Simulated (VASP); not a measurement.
# Sn (Im-3m) in VASP: notebook

Runs on Sn. Level: PBEsol. Tasks: single point.

All numbers are computed with VASP 6.6.1; they aren't measurements. Logs are shortened: lines on timing, memory, paths and dates and some standing lists are left out, and cuts for length are marked.

## Step 1: Starting point

Symmetry: Im-3m, No. 229, cubic system. The conventional cell has a = 3.789 Å, b = 3.789 Å, c = 3.789 Å, α = 90.00°, β = 90.00°, γ = 90.00°. Sn (site symmetry m-3m) has 8 Sn at 3.28 Å as nearest neighbours.

This isn't the form of Sn at room conditions, which is tetragonal (white tin).

## Step 2: Single point, PBEsol

INCAR

```
SYSTEM = Sn
PREC = Accurate
ENCUT = 520
EDIFF = 1E-7
ISMEAR = -1
SIGMA = 0.15
LREAL = .False.
LASPH = .True.
NELM = 80
ALGO = Normal
ISIF = 2
LWAVE = .False.
LCHARG = .False.
GGA = PS
NBANDS = 13
```

KPOINTS

```
Automatic mesh
0
Gamma
  8 8 8
  0 0 0
```

POSCAR

```
Sn
1.0
   -1.8946518200      1.8946518200      1.8946518200
    1.8946518200     -1.8946518200      1.8946518200
    1.8946518200      1.8946518200     -1.8946518200
Sn
1
Direct
    0.0000000000      0.0000000000      0.0000000000
```

Potentials or basis: VASP PAW PBE potentials, release 64 (Sn_d).

Started as:

```
> cat potpaw_PBE.64/Sn_d/POTCAR > POTCAR
> mpirun -np 1 vasp_std > vasp.out
```

OUTCAR:

```text
SYSTEM = Sn
   PREC = Accurate
   ENCUT = 520
   EDIFF = 1E-7
   ISMEAR = -1
   LREAL = .False.
   LASPH = .True.
   NELM = 80
   ISIF = 2
   GGA = PS

 ion  position               nearest neighbor table
   1  0.000  0.000  0.000-

  LATTYP: Found a body centered cubic cell.
 ALAT       =     3.7893036400

  Lattice vectors:

 A1 = (  -1.8946518200,   1.8946518200,   1.8946518200)
 A2 = (   1.8946518200,  -1.8946518200,   1.8946518200)
 A3 = (   1.8946518200,   1.8946518200,  -1.8946518200)

Analysis of symmetry for initial positions (statically):
=====================================================================
 Subroutine PRICEL returns:
 Original cell was already a primitive cell.

 Routine SETGRP: Setting up the symmetry group for a
 body centered cubic supercell.

 Subroutine GETGRP returns: Found 48 space group operations
 (whereof 48 operations were pure point group operations)
 out of a pool of 48 trial point group operations.

The static configuration has the point symmetry O_h .

Analysis of symmetry for dynamics (positions and initial velocities):
=====================================================================
 Subroutine PRICEL returns:
 Original cell was already a primitive cell.

 Routine SETGRP: Setting up the symmetry group for a
 body centered cubic supercell.

 Subroutine GETGRP returns: Found 48 space group operations
 (whereof 48 operations were pure point group operations)
 out of a pool of 48 trial point group operations.

The dynamic configuration has the point symmetry O_h .

 Subroutine INISYM returns: Found 48 space group operations
 (whereof 48 operations are pure point group operations),
 and found     1 'primitive' translations

----------------------------------------------------------------------------------------

                                     Primitive cell

  volume of cell :      27.2050

  direct lattice vectors                    reciprocal lattice vectors
    -1.894651820  1.894651820  1.894651820     0.000000000  0.263900731  0.263900731
     1.894651820 -1.894651820  1.894651820     0.263900731  0.000000000  0.263900731
     1.894651820  1.894651820 -1.894651820     0.263900731  0.263900731  0.000000000

  length of vectors
     3.281633215  3.281633215  3.281633215     0.373211993  0.373211993  0.373211993

  position of ions in fractional coordinates (direct lattice)
     0.000000000  0.000000000  0.000000000

  ion indices of the primitive-cell ions
   primitive index   ion index
                 1           1

----------------------------------------------------------------------------------------

 KPOINTS: Automatic mesh

Automatic generation of k-mesh.
 Grid dimensions read from file:
 generate k-points for:    8    8    8

 Generating k-lattice:

  Cartesian coordinates                     Fractional coordinates (reciprocal lattice)
     0.000000000  0.032987591  0.032987591     0.125000000  0.000000000  0.000000000
     0.032987591  0.000000000  0.032987591     0.000000000  0.125000000  0.000000000
     0.032987591  0.032987591  0.000000000     0.000000000  0.000000000  0.125000000

  Length of vectors
     0.046651499  0.046651499  0.046651499

  Shift w.r.t. Gamma in fractional coordinates (k-lattice)
     0.000000000  0.000000000  0.000000000

 Subroutine IBZKPT returns following result:
 ===========================================

 Found     29 irreducible k-points:

 Following reciprocal coordinates:
            Coordinates               Weight
  0.000000  0.000000  0.000000      1.000000
  0.125000  0.000000  0.000000     12.000000
  0.250000  0.000000  0.000000     12.000000
  0.375000  0.000000  0.000000     12.000000
  0.500000  0.000000  0.000000      6.000000
  0.125000  0.125000  0.000000     24.000000
[... 16 lines left out ...]
 -0.250000  0.250000  0.250000      6.000000
 -0.375000  0.375000  0.250000     24.000000
 [... further k-points ...]
   k-points           NKPTS =     29   k-points in BZ     NKDIM =     29   number of bands    NBANDS=     13
   number of dos      NEDOS =    301   number of ions     NIONS =      1
   total plane-waves  NPLWV =  13824
   dimension x,y,z NGX =    24 NGY =   24 NGZ =   24
   dimension x,y,z NGXF=    48 NGYF=   48 NGZF=   48
   ions per type =               1
   NGX,Y,Z   is equivalent  to a cutoff of  12.16, 12.16, 12.16 a.u.
   NGXF,Y,Z  is equivalent  to a cutoff of  24.32, 24.32, 24.32 a.u.
 SYSTEM =  Sn
   PREC   = accura    normal or accurate (medium, high low for compatibility)
   ISTART =      0    job   : 0-new  1-cont  2-samecut
   ICHARG =      2    charge: 1-file 2-atom 10-const
   ISPIN  =      1    spin polarized calculation?
   LNONCOLLINEAR =      F non collinear calculations
   LSORBIT =      F    spin-orbit coupling
   LASPH  =      T    aspherical Exc in radial PAW
   ENCUT  =  520.0 eV  38.22 Ry    6.18 a.u.   6.10  6.10  6.10*2*pi/ulx,y,z
   NELM   =     80;   NELMIN=  2; NELMDL= -5     # of ELM steps
   EDIFF  = 0.1E-06   stopping-criterion for ELM
   LREAL  =      F    real-space projection
   EDIFFG = 0.1E-05   stopping-criterion for IOM
   NSW    =      0    number of steps for IOM
   IBRION =     -1    ionic relax: 0-MD 1-quasi-New 2-CG
   NFREE  =      0    steps in history (QN), initial steepest desc. (CG)
   ISIF   =      2    stress and relaxation
   ISYM   =      2    0-nonsym 1-usesym 2-fastsym
   POTIM  = 0.5000    time-step for ionic-motion
   TEBEG  =    0.0;   TEEND  =   0.0 temperature during run
   PSTRESS=    0.0 pullay stress
   NELECT =      14.0000    total number of electrons
   NUPDOWN=      -1.0000    fix difference up-down
   EMIN   =  10.00;   EMAX   =-10.00  energy-range for DOS
   EFERMI =   0.00;   METHOD = LEGACY
   ISMEAR =    -1;   SIGMA  =   0.15  broadening in eV -4-tet -1-fermi 0-gaus
   EFERMI_NEDOS =   21; number of points for ismear=-14 and -15
   IALGO  =     38    algorithm
   IMIX   =      4    mixing-type and parameters
     AMIX     =   0.40;   BMIX     =  1.00
     AMIX_MAG =   1.60;   BMIX_MAG =  1.00
  volume/ion in A,a.u.               =      27.20       183.59
  Fermi-wavevector in a.u.,A,eV,Ry     =   1.311902  2.479136 23.416813  1.721087
  Thomas-Fermi vector in A             =   2.442332
   LORBIT       =      0    0 simple, 1 ext, 2 COOP (PROOUT), +10 PAW based schemes
   GGA     = PS    functional components
   LHFCALC =     F    Hartree Fock is set to
   AEXX    =    0.0000 exact exchange contribution
   IVDW    =     0    specifies the selected vdW correction
   LEPSILON=     F    determine dielectric tensor
   LRPA    =     F    only Hartree local field effects (RPA)
 non-spin polarized calculation
  energy-cutoff  :      520.00
  volume of cell :       27.20
 maximum number of plane-waves:       746
   NGX = 13   NGY = 13   NGZ = 13

 number of electron      13.9999996 magnetization

 Free energy of the ion-electron system (eV)
  ---------------------------------------------------
  ext. energy  EPLUGINS =         0.00000000
  ---------------------------------------------------
  free energy    TOTEN  =        -4.23955958 eV

  energy without entropy =       -4.18304569  energy(sigma->0) =       -4.21130264

 E-fermi :   7.8634     XC(G=0): -10.5015

 val. band max:        7.8186022789   @ k =   0.5000   0.5000   0.3750
 cond. band min:       8.0930591816   @ k =  -0.3750   0.5000   0.1250
 fundamental gap:      0.2744569028
 Fermi energy:         7.8633942310

 k-point     1 :       0.0000    0.0000    0.0000
  band No.  band energies     occupation
      1     -13.5277      2.00000
      2     -13.5277      2.00000
      3     -13.5277      2.00000
      4     -13.3880      2.00000
      5     -13.3880      2.00000
      6      -3.1750      2.00000
      7      15.8583      0.00000
      8      15.8583      0.00000
      9      15.8583      0.00000
     10      20.0366      0.00000
     11      20.0366      0.00000
     12      20.0366      0.00000
     13      20.6636      0.00000

 k-point     2 :       0.1250    0.0000    0.0000
  band No.  band energies     occupation
      1     -13.5345      2.00000
      2     -13.5182      2.00000
      3     -13.4957      2.00000
      4     -13.3953      2.00000
      5     -13.3889      2.00000
      6      -2.8343      2.00000
      7      13.3839      0.00000
      8      14.7414      0.00000
      9      15.4195      0.00000
     10      18.1112      0.00000
     11      18.4752      0.00000
     12      19.6648      0.00000
     13      21.5057      0.00000

 k-point     3 :       0.2500    0.0000    0.0000
  band No.  band energies     occupation
      1     -13.5509      2.00000
      2     -13.5032      2.00000
      3     -13.4173      2.00000
      4     -13.4065      2.00000
      5     -13.3911      2.00000
      6      -1.8118      2.00000
      7       9.4078      0.00007
      8      13.0802      0.00000
      9      14.4432      0.00000
     10      16.8270      0.00000
     11      17.1918      0.00000
     12      20.2419      0.00000
     13      22.1951      0.00000

 k-point     4 :       0.3750    0.0000    0.0000
  band No.  band energies     occupation
      1     -13.5671      2.00000
      2     -13.5053      2.00000
      3     -13.4022      2.00000
      4     -13.3931      2.00000
      5     -13.3374      2.00000
      6      -0.1384      2.00000
      7       5.7894      2.00000
      8      11.9199      0.00000
      9      13.6365      0.00000
     10      16.0995      0.00000
     11      16.4318      0.00000
     12      21.6909      0.00000
     13      23.1587      0.00000

 k-point     5 :       0.5000    0.0000    0.0000
  band No.  band energies     occupation
      1     -13.5738      2.00000
      2     -13.5111      2.00000
      3     -13.3961      2.00000
      4     -13.3940      2.00000
      5     -13.3039      2.00000
      6       1.4919      2.00000
      7       3.4945      2.00000
      8      11.5122      0.00000
      9      13.3419      0.00000
     10      15.8645      0.00000
     11      16.1808      0.00000
     12      22.8726      0.00000
     13      23.8768      0.00000
[... 257 lines left out ...]
 k-point    22 :       0.2500    0.2500    0.2500
  band No.  band energies     occupation
      1     -13.4600      2.00000
      2     -13.4600      2.00000
      3     -13.4600      2.00000
      4     -13.3930      2.00000
      5     -13.3930      2.00000
      6       2.7610      2.00000
      7       6.4626      1.99982
      8       6.4626      1.99982
      9       6.4626      1.99982
     10      25.7770      0.00000
     11      25.7770      0.00000
     12      25.7770      0.00000
     13      26.9282      0.00000

 k-point    23 :      -0.2500    0.2500    0.2500
  band No.  band energies     occupation
      1     -13.4664      2.00000
      2     -13.4427      2.00000
      3     -13.4427      2.00000
      4     -13.4257      2.00000
      5     -13.4212      2.00000
      6      -0.4621      2.00000
      7      10.0382      0.00000
      8      10.3733      0.00000
      9      10.3733      0.00000
     10      13.9632      0.00000
     11      21.7203      0.00000
     12      21.7203      0.00000
     13      22.1057      0.00000

 k-point    24 :      -0.3750    0.3750    0.2500
  band No.  band energies     occupation
      1     -13.4939      2.00000
      2     -13.4558      2.00000
      3     -13.4466      2.00000
      4     -13.4025      2.00000
      5     -13.3494      2.00000
      6       1.1734      2.00000
      7       6.9940      1.99394
      8       9.2842      0.00015
      9      10.4572      0.00000
     10      14.0258      0.00000
     11      18.7890      0.00000
     12      21.1585      0.00000
     13      21.8419      0.00000

 [... further k-points ...]

------------------------ aborting loop because EDIFF is reached ----------------------------------------

  FORCE on cell =-STRESS in cart. coord.  units (eV):
  Direction    XX          YY          ZZ          XY          YZ          ZX
  --------------------------------------------------------------------------------------
  -------------------------------------------------------------------------------------
  Total       -0.3112480     -0.3112480     -0.3112480     -0.0000000      0.0000000     -0.0000000
  in kB      -18.3302724    -18.3302724    -18.3302724     -0.0000000      0.0000000     -0.0000000
  external PRESSURE =     -18.3302724 kB  Pullay stress =       0.0000000 kB

 VOLUME and BASIS-vectors are now :
 -----------------------------------------------------------------------------
  energy-cutoff  :      520.00
  volume of cell :       27.20
      direct lattice vectors                 reciprocal lattice vectors
    -1.894651820  1.894651820  1.894651820     0.000000000  0.263900731  0.263900731
     1.894651820 -1.894651820  1.894651820     0.263900731  0.000000000  0.263900731
     1.894651820  1.894651820 -1.894651820     0.263900731  0.263900731  0.000000000

 POSITION                                       TOTAL-FORCE (eV/Angst)
 -----------------------------------------------------------------------------------
      0.00000      0.00000      0.00000         0.000000      0.000000      0.000000
 -----------------------------------------------------------------------------------
    total drift:                               -0.000000      0.000000      0.000000

  FREE ENERGIE OF THE ION-ELECTRON SYSTEM (eV)
  ---------------------------------------------------
  free  energy   TOTEN  =        -4.2395595845 eV

  energy  without entropy=       -4.1830456935  energy(sigma->0) =       -4.21130264
```

It took 5.6 s on 1 thread of Intel Xeon Platinum 8488C (Sapphire Rapids), shared host; peak memory 0.13 GiB.

What came out:

```
Free energy            : -4.2396 eV
Pressure               : -1.8 GPa
Band gap on the k mesh : none (metal or under the smearing width)
```

Caveat: the PAW data sets were made with another functional, which shifts forces and pressure a little.

## Step 3: Single point, PBEsol

INCAR

```
  PREC = Accurate
  ENCUT = 520
  EDIFF = 1E-7
  ISMEAR = -1
  SIGMA = 0.05
  LREAL = F
  LASPH = T
  NELM = 60
  ALGO = Normal
  ISIF = 2
  LWAVE = F
  LCHARG = T
  GGA = PS
  LELF = T
  LVHAR = T
  NBANDS = 13
```

KPOINTS

```
regular mesh
0
Gamma
  8 8 8
```

POSCAR is that of step 2.

Potentials or basis: VASP PAW PBE potentials, release 64 (Sn_d).

Started as:

```
> cat potpaw_PBE.64/Sn_d/POTCAR > POTCAR
> mpirun -np 1 vasp_std > vasp.out
```

Run time: 7.8 s. Hardware: 1 thread of Intel Xeon Platinum 8488C (Sapphire Rapids), shared host; peak memory 0.13 GiB.

The run converged. Its results:

- Free energy: -4.2111 eV
- Pressure: -1.7 GPa
- Band gap on the k mesh: none (metal or under the smearing width)

Levels at points of the mesh, in eV from the Fermi level:
```csv
k point,band 3,band 4,band 5,band 6,band 7,band 8,band 9,band 10,band 11,band 12
"(0.00, 0.00, 0.00)",-21.35,-21.21,-21.21,-11.00,8.03,8.03,8.03,12.21,12.21,12.21
"(0.50, 0.00, 0.00)",-21.22,-21.22,-21.13,-6.34,-4.33,3.68,5.51,8.04,8.35,15.04
"(0.50, 0.50, 0.50)",-21.15,-21.15,-21.15,-2.41,-0.39,-0.39,-0.39,3.93,3.93,18.31
```

Caveat: the PAW data sets were made with another functional, which shifts forces and pressure a little.

[end of part 1 of 2]
